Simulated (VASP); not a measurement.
# SnS2 in VASP: further runs

One slab, SnS2, is run at these levels: PBE, PBE+D3(BJ); tasks: relaxation of cell and atoms.

Program: VASP 6.6.1. These are calculated values, not measurements. Logs are shortened: lines on timing, memory, paths and dates and some standing lists are left out, and cuts for length are marked.

**1. Starting point**

The cell holds a slab with vacuum, 6 atoms: a = 3.639 Å, b = 3.639 Å, c = 26.802 Å, α = 90.00°, β = 90.00°, γ = 120.00°.

**2. Relaxation of cell and atoms, PBE**

File INCAR:

```
SYSTEM = SnS2
  ALGO = Normal
  EDIFF = 1E-6
  EDIFFG = -0.01
  ENCUT = 600
  GGA = PE
  IBRION = 2
  ISIF = 3
  ISMEAR = 0
  KPAR = 2
  LASPH = .True.
  LATTICE_CONSTRAINTS = .TRUE. .TRUE. .FALSE.
  LCHARG = .False.
  LREAL = .False.
  LWAVE = .False.
  NELM = 80
  NSW = 90
  PREC = Accurate
  SIGMA = 0.03
```

File KPOINTS:

```
k-points
0
Gamma
  12 12 1
  0 0 0
```

File POSCAR:

```
SnS2
1.0
    3.6390000000      0.0000000000      0.0000000000
   -1.8195000000      3.1514664400      0.0000000000
    0.0000000000      0.0000000000     26.8020000000
S Sn
4 2
Direct
    0.6666666700      0.3333333300      0.3357958400
    0.3333333300      0.6666666700      0.4452652800
    0.6666666700      0.3333333300      0.5547347200
    0.3333333300      0.6666666700      0.6642041600
    0.0000000000      0.0000000000      0.3905305600
    0.0000000000      0.0000000000      0.6094694400
```

Potentials or basis: VASP PAW PBE potentials, release 64 (S, Sn_d).

Started as:

```
$ cat potpaw_PBE.64/S/POTCAR potpaw_PBE.64/Sn_d/POTCAR > POTCAR
$ mpirun -np 2 vasp_std > vasp.out
```

OUTCAR:

```text
SYSTEM = SnS2
   EDIFF = 1E-6
   EDIFFG = -0.01
   ENCUT = 600
   GGA = PE
   IBRION = 2
   ISIF = 3
   ISMEAR = 0
   LASPH = .True.
   LREAL = .False.
   NELM = 80
   NSW = 90
   PREC = Accurate

 ion  position               nearest neighbor table
   1  0.667  0.333  0.336-   5 2.56   5 2.56   5 2.56
   2  0.333  0.667  0.445-   5 2.56   5 2.56   5 2.56
   3  0.667  0.333  0.555-   6 2.56   6 2.56   6 2.56
   4  0.333  0.667  0.664-   6 2.56   6 2.56   6 2.56
   5  0.000  0.000  0.391-   1 2.56   2 2.56   2 2.56   1 2.56   1 2.56   2 2.56
   6  0.000  0.000  0.609-   3 2.56   4 2.56   4 2.56   3 2.56   3 2.56   4 2.56

  LATTYP: Found a hexagonal cell.
 ALAT       =     3.6390000000
 C/A-ratio  =     7.3652102226

  Lattice vectors:

 A1 = (   3.6390000000,   0.0000000000,   0.0000000000)
 A2 = (  -1.8195000000,   3.1514664400,   0.0000000000)
 A3 = (   0.0000000000,   0.0000000000,  26.8020000000)

Analysis of symmetry for initial positions (statically):
=====================================================================
 Subroutine PRICEL returns:
 Original cell was already a primitive cell.

 Routine SETGRP: Setting up the symmetry group for a
 hexagonal supercell.

 Subroutine GETGRP returns: Found 12 space group operations
 (whereof 12 operations were pure point group operations)
 out of a pool of 24 trial point group operations.

The static configuration has the point symmetry D_3d.

Analysis of symmetry for dynamics (positions and initial velocities):
=====================================================================
 Subroutine PRICEL returns:
 Original cell was already a primitive cell.

 Routine SETGRP: Setting up the symmetry group for a
 hexagonal supercell.

 Subroutine GETGRP returns: Found 12 space group operations
 (whereof 12 operations were pure point group operations)
 out of a pool of 24 trial point group operations.

The dynamic configuration has the point symmetry D_3d.

 Subroutine INISYM returns: Found 12 space group operations
 (whereof 12 operations are pure point group operations),
 and found     1 'primitive' translations

----------------------------------------------------------------------------------------

                                     Primitive cell

  volume of cell :     307.3703

  direct lattice vectors                    reciprocal lattice vectors
     3.639000000  0.000000000  0.000000000     0.274800769  0.158656298  0.000000000
    -1.819500000  3.151466440  0.000000000     0.000000000  0.317312597  0.000000000
     0.000000000  0.000000000 26.802000000     0.000000000  0.000000000  0.037310648

  length of vectors
     3.639000000  3.638999996 26.802000000     0.317312597  0.317312597  0.037310648

  position of ions in fractional coordinates (direct lattice)
     0.666666670  0.333333330  0.335795840
     0.333333330  0.666666670  0.445265280
     0.666666670  0.333333330  0.554734720
     0.333333330  0.666666670  0.664204160
     0.000000000  0.000000000  0.390530560
     0.000000000  0.000000000  0.609469440

  ion indices of the primitive-cell ions
   primitive index   ion index
                 1           1
                 2           2
                 3           3
                 4           4
                 5           5
                 6           6

----------------------------------------------------------------------------------------

 KPOINTS: k-points

Automatic generation of k-mesh.
 Grid dimensions read from file:
 generate k-points for:   12   12    1

 Generating k-lattice:

  Cartesian coordinates                     Fractional coordinates (reciprocal lattice)
     0.022900064  0.013221358  0.000000000     0.083333333  0.000000000  0.000000000
     0.000000000  0.026442716  0.000000000     0.000000000  0.083333333  0.000000000
     0.000000000  0.000000000  0.037310648     0.000000000  0.000000000  1.000000000

  Length of vectors
     0.026442716  0.026442716  0.037310648

  Shift w.r.t. Gamma in fractional coordinates (k-lattice)
     0.000000000  0.000000000  0.000000000

 Subroutine IBZKPT returns following result:
 ===========================================

 Found     19 irreducible k-points:

 Following reciprocal coordinates:
            Coordinates               Weight
  0.000000  0.000000  0.000000      1.000000
  0.083333 -0.000000  0.000000      6.000000
  0.166667 -0.000000  0.000000      6.000000
  0.250000 -0.000000  0.000000      6.000000
  0.333333 -0.000000  0.000000      6.000000
  0.416667  0.000000  0.000000      6.000000
[... 11 lines left out ...]
  0.333333  0.250000  0.000000     12.000000
  0.333333  0.333333  0.000000      2.000000
   k-points           NKPTS =     19   k-points in BZ     NKDIM =     19   number of bands    NBANDS=     31
   number of dos      NEDOS =    301   number of ions     NIONS =      6
   total plane-waves  NPLWV = 194400
   dimension x,y,z NGX =    30 NGY =   30 NGZ =  216
   dimension x,y,z NGXF=    60 NGYF=   60 NGZF=  432
   ions per type =               4   2
   NGX,Y,Z   is equivalent  to a cutoff of  13.71, 13.71, 13.40 a.u.
   NGXF,Y,Z  is equivalent  to a cutoff of  27.41, 27.41, 26.80 a.u.
 SYSTEM =  SnS2
   PREC   = accura    normal or accurate (medium, high low for compatibility)
   ISTART =      0    job   : 0-new  1-cont  2-samecut
   ICHARG =      2    charge: 1-file 2-atom 10-const
   ISPIN  =      1    spin polarized calculation?
   LNONCOLLINEAR =      F non collinear calculations
   LSORBIT =      F    spin-orbit coupling
   LASPH  =      T    aspherical Exc in radial PAW
   ENCUT  =  600.0 eV  44.10 Ry    6.64 a.u.   7.27  7.27 53.53*2*pi/ulx,y,z
   NELM   =     80;   NELMIN=  2; NELMDL= -5     # of ELM steps
   EDIFF  = 0.1E-05   stopping-criterion for ELM
   LREAL  =      F    real-space projection
   EDIFFG = -.1E-01   stopping-criterion for IOM
   NSW    =     90    number of steps for IOM
   IBRION =      2    ionic relax: 0-MD 1-quasi-New 2-CG
   NFREE  =      1    steps in history (QN), initial steepest desc. (CG)
   ISIF   =      3    stress and relaxation
   ISYM   =      2    0-nonsym 1-usesym 2-fastsym
   POTIM  = 0.5000    time-step for ionic-motion
   TEBEG  =    0.0;   TEEND  =   0.0 temperature during run
   PSTRESS=    0.0 pullay stress
   NELECT =      52.0000    total number of electrons
   NUPDOWN=      -1.0000    fix difference up-down
   EMIN   =  10.00;   EMAX   =-10.00  energy-range for DOS
   EFERMI =   0.00;   METHOD = LEGACY
   ISMEAR =     0;   SIGMA  =   0.03  broadening in eV -4-tet -1-fermi 0-gaus
   EFERMI_NEDOS =   21; number of points for ismear=-14 and -15
   IALGO  =     38    algorithm
   IMIX   =      4    mixing-type and parameters
     AMIX     =   0.40;   BMIX     =  1.00
     AMIX_MAG =   1.60;   BMIX_MAG =  1.00
  volume/ion in A,a.u.               =      51.23       345.71
  Fermi-wavevector in a.u.,A,eV,Ry     =   0.905431  1.711016 11.154125  0.819805
  Thomas-Fermi vector in A             =   2.028998
   LORBIT       =      0    0 simple, 1 ext, 2 COOP (PROOUT), +10 PAW based schemes
   GGA     = PE    functional components
   LHFCALC =     F    Hartree Fock is set to
   AEXX    =    0.0000 exact exchange contribution
   IVDW    =     0    specifies the selected vdW correction
   LEPSILON=     F    determine dielectric tensor
   LRPA    =     F    only Hartree local field effects (RPA)
 conjugate gradient relaxation of ions
 non-spin polarized calculation
 Gauss-broadening in eV      SIGMA  =   0.03
  energy-cutoff  :      600.00
  volume of cell :      307.37
 maximum number of plane-waves:     10299
 NGX is ok and might be reduce to    30
   NGX = 15   NGY = 15   NGZ =107

--------------------------------------- Ionic step        1  -------------------------------------------

 number of electron      51.9999990 magnetization

 Free energy of the ion-electron system (eV)
  ---------------------------------------------------
  ext. energy  EPLUGINS =         0.00000000
  ---------------------------------------------------
  free energy    TOTEN  =       -26.32345852 eV

  energy without entropy =      -26.32345852  energy(sigma->0) =      -26.32345852

------------------------ aborting loop because EDIFF is reached ----------------------------------------

  FORCE on cell =-STRESS in cart. coord.  units (eV):
  Direction    XX          YY          ZZ          XY          YZ          ZX
  --------------------------------------------------------------------------------------
  -------------------------------------------------------------------------------------
  Total        3.3761837      3.3761837      2.7053048     -0.0000000      0.0000000     -0.0000000
  in kB       17.5984618     17.5984617     14.1014845     -0.0000000      0.0000000     -0.0000000
  external PRESSURE =      16.4328027 kB  Pullay stress =       0.0000000 kB
[... 101 lines left out ...]
  FREE ENERGIE OF THE ION-ELECTRON SYSTEM (eV)
  ---------------------------------------------------
  free  energy   TOTEN  =       -26.3896587501 eV

  energy  without entropy=      -26.3896587501  energy(sigma->0) =      -26.38965875

[... ionic steps 4 to 54 ...]

--------------------------------------- Ionic step       55  -------------------------------------------

 number of electron      52.0000005 magnetization

------------------------ aborting loop because EDIFF is reached ----------------------------------------

  FORCE on cell =-STRESS in cart. coord.  units (eV):
  Direction    XX          YY          ZZ          XY          YZ          ZX
  --------------------------------------------------------------------------------------
  -------------------------------------------------------------------------------------
  Total        0.0037131      0.0037131      0.0310911      0.0000000     -0.0000000      0.0000000
  in kB        0.0187202      0.0187202      0.1567502      0.0000000     -0.0000000      0.0000000
  external PRESSURE =       0.0647302 kB  Pullay stress =       0.0000000 kB
[... 65 lines left out ...]
  energy  without entropy=      -26.4344484929  energy(sigma->0) =      -26.43444849

--------------------------------------- Ionic step       57  -------------------------------------------

 number of electron      52.0000004 magnetization

 Free energy of the ion-electron system (eV)
  ---------------------------------------------------
  ext. energy  EPLUGINS =         0.00000000
  ---------------------------------------------------
  free energy    TOTEN  =       -26.43447931 eV

  energy without entropy =      -26.43447931  energy(sigma->0) =      -26.43447931

 E-fermi :  -1.7669     XC(G=0):  -4.6311

 val. band max:       -1.9689790300   @ k =   0.1667  -0.0000   0.0000
 cond. band min:      -0.4248044257   @ k =   0.5000  -0.0000   0.0000
 fundamental gap:      1.5441746043
 Fermi energy:        -1.7669361432

 k-point     1 :       0.0000    0.0000    0.0000
  band No.  band energies     occupation
      1     -22.7094      2.00000
      2     -22.7094      2.00000
      3     -22.7094      2.00000
      4     -22.7094      2.00000
      5     -22.6746      2.00000
      6     -22.6746      2.00000
[... 668 lines left out ...]
  FREE ENERGIE OF THE ION-ELECTRON SYSTEM (eV)
  ---------------------------------------------------
  free  energy   TOTEN  =       -26.4344793144 eV

  energy  without entropy=      -26.4344793144  energy(sigma->0) =      -26.43447931

 reached required accuracy - stopping structural energy minimisation
```

It took 35 min on 2 MPI ranks of Intel Xeon 6975P-C (Granite Rapids), shared host; peak memory 0.59 GiB.

What came out:

```yaml
Free_energy: -26.4345 eV
Relaxed_volume: 52.95 Å³/atom
Relaxed_cell: a = 3.700 Å, b = 3.700 Å, c = 26.802 Å, α = 90.00°, β = 90.00°, γ = 120.00°
Space_group_after_relaxing_to_0.05_Å: P-3m1 (No. 164)
Energy_gained_by_relaxing: 18.5 meV/atom
Ionic_steps: 57
Largest_force_after_relaxing: 0.008 eV/Å
Band_gap_on_the_k_mesh: 1.54 eV, indirect (least direct gap 1.77 eV)
```

Forces in eV/Å, atoms in the order of the input:
```
S    0.000  0.000 -0.008
S    0.000  0.000  0.002
S    0.000  0.000 -0.002
S    0.000  0.000  0.008
Sn   0.000  0.000 -0.003
Sn   0.000  0.000  0.003
```

The path:
```
step  energy change (eV)  largest force (eV/Å)  pressure (GPa)  volume (Å³)
   1              0.0000                0.3640            1.64       307.37
   3             -0.0662                0.0971            0.10       318.73
   5             -0.0672                0.0861            0.08       319.28
   7             -0.0693                0.0923            0.11       320.67
   9             -0.0722                0.1170            0.29       318.94
  11             -0.0727                0.1450            0.33       318.43
  13             -0.0757                0.1457            0.32       318.29
  15             -0.0854                0.1454            0.21       317.76
  17             -0.0940                0.2755           -0.20       315.65
  19             -0.1013                0.1674           -0.01       316.38
  21             -0.1066                0.0597            0.04       317.70
  23             -0.1074                0.0606            0.08       318.48
  25             -0.1077                0.0301            0.00       318.88
  27             -0.1082                0.0250            0.00       317.93
  29             -0.1083                0.0211            0.03       317.75
  31             -0.1085                0.0215            0.02       318.26
  33             -0.1087                0.0610            0.02       318.11
  35             -0.1087                0.0498            0.01       318.13
  37             -0.1089                0.0488            0.00       318.06
  39             -0.1093                0.0443           -0.02       317.80
  41             -0.1094                0.0544           -0.04       317.61
  43             -0.1098                0.0432            0.02       317.21
  45             -0.1106                0.0314            0.02       318.23
  47             -0.1107                0.0235            0.01       318.24
  49             -0.1109                0.0265            0.03       317.75
  51             -0.1109                0.0129            0.00       317.87
  53             -0.1109                0.0133            0.00       317.87
  55             -0.1110                0.0153            0.01       317.79
  57             -0.1110                0.0083            0.03       317.70
```

Final structure:
```yaml
crystal:
  lattice:
    - [3.69962, 0.00000, 0.00000]
    - [-1.84981, 3.20396, 0.00000]
    - [0.00000, 0.00000, 26.80200]
  atoms:
    - { symbol: S, position: [0.66667, 0.33333, 0.32049] }
    - { symbol: S, position: [0.33333, 0.66667, 0.43076] }
    - { symbol: S, position: [0.66667, 0.33333, 0.56924] }
    - { symbol: S, position: [0.33333, 0.66667, 0.67951] }
    - { symbol: Sn, position: [0.00000, 0.00000, 0.37563] }
    - { symbol: Sn, position: [0.00000, 0.00000, 0.62437] }
```

Levels at points of the mesh, in eV from the valence-band top:
```
           k point  band 22  band 23  band 24  band 25  band 26  band 27  band 28  band 29  band 30  band 31
(0.00, 0.00, 0.00)    -0.48    -0.12    -0.12    -0.10    -0.10     2.19     2.53     3.80     3.80     5.39
(0.50, 0.00, 0.00)    -1.86    -0.48    -0.44    -0.27    -0.23     1.54     1.60     4.74     4.83     6.17
```

Caveat: spin-orbit coupling is left out, which moves the levels of the heavy elements; without dispersion, layers of such crystals drift apart on relaxing, which shifts levels and gaps; volumes and pressures include the vacuum. Zero-point motion and thermal expansion aren't in these numbers.

**3. Relaxation of cell and atoms, PBE**

This run uses another cell than the first one, of 52.95 Å³/atom, 1.034 times its volume.

INCAR: that of step 2 with these lines changed.

```diff
@@ -2,4 +2,4 @@
   ALGO = Normal
-  EDIFF = 1E-6
-  EDIFFG = -0.01
+  EDIFF = 1E-7
+  EDIFFG = -0.005
   ENCUT = 600
```

KPOINTS is that of step 2.

File POSCAR:

```
SnS2                                    
1.0
    3.6996195659      0.0000000000      0.0000000000
   -1.8498097830      3.2039645239      0.0000000000
    0.0000000000      0.0000000000     26.8020000000
  S               Sn            
     4     2
Direct
     0.6666666699999979    0.3333333300000021    0.3204891826505231
     0.3333333300000021    0.6666666699999979    0.4307572733278660
     0.6666666699999979    0.3333333300000021    0.5692427266721337
     0.3333333300000021    0.6666666699999979    0.6795108173494772
     0.0000000000000000    0.0000000000000000    0.3756270341829182
     0.0000000000000000    0.0000000000000000    0.6243729658170817
```

Potentials or basis: VASP PAW PBE potentials, release 64 (S, Sn_d).

Started as:

```
$ cat potpaw_PBE.64/S/POTCAR potpaw_PBE.64/Sn_d/POTCAR > POTCAR
$ mpirun -np 2 vasp_std > vasp.out
```

Wall time 3.8 min (2 MPI ranks of Intel Xeon 6975P-C (Granite Rapids), shared host); peak memory 0.59 GiB.

The run converged. Its results:

- Free energy: -26.4350 eV
- Relaxed volume: 52.98 Å³/atom
- Relaxed cell: a = 3.701 Å, b = 3.701 Å, c = 26.802 Å, α = 90.00°, β = 90.00°, γ = 120.00°
- Space group after relaxing (to 0.05 Å): P-3m1 (No. 164)
- Energy gained by relaxing: 0.0 meV/atom
- Ionic steps: 3
- Largest force after relaxing: 0.004 eV/Å
- Band gap on the k mesh: 1.54 eV, indirect (least direct gap 1.77 eV)

Forces in eV/Å, atoms in the order of the input:
```
S    0.000  0.000 -0.003
S    0.000  0.000 -0.004
S    0.000  0.000  0.004
S    0.000  0.000  0.003
Sn   0.000  0.000 -0.004
Sn   0.000  0.000  0.004
```

Final structure:
```cif
data_structure
_symmetry_space_group_name_H-M 'P 1'
_symmetry_Int_Tables_number 1
_cell_length_a 3.7008
_cell_length_b 3.7008
_cell_length_c 26.8020
_cell_angle_alpha 90.000
_cell_angle_beta 90.000
_cell_angle_gamma 120.000
_cell_volume 317.91
loop_
_atom_site_label
_atom_site_type_symbol
_atom_site_fract_x
_atom_site_fract_y
_atom_site_fract_z
_atom_site_occupancy
S1 S 0.66667 0.33333 0.32048 1
S2 S 0.33333 0.66667 0.43076 1
S3 S 0.66667 0.33333 0.56924 1
S4 S 0.33333 0.66667 0.67952 1
Sn1 Sn 0.00000 0.00000 0.37562 1
Sn2 Sn 0.00000 0.00000 0.62438 1
```

Levels at points of the mesh, in eV from the valence-band top:
| k point | band 22 | band 23 | band 24 | band 25 | band 26 | band 27 | band 28 | band 29 | band 30 | band 31 |
| --- | --- | --- | --- | --- | --- | --- | --- | --- | --- | --- |
| (0.00, 0.00, 0.00) | -0.48 | -0.12 | -0.12 | -0.10 | -0.10 | 2.18 | 2.53 | 3.79 | 3.79 | 5.39 |
| (0.50, 0.00, 0.00) | -1.86 | -0.48 | -0.44 | -0.26 | -0.22 | 1.54 | 1.60 | 4.74 | 4.83 | 6.17 |

Caveat: spin-orbit coupling is left out, which moves the levels of the heavy elements; without dispersion, layers of such crystals drift apart on relaxing, which shifts levels and gaps; volumes and pressures include the vacuum.

(Continued in part 2 of 2.)
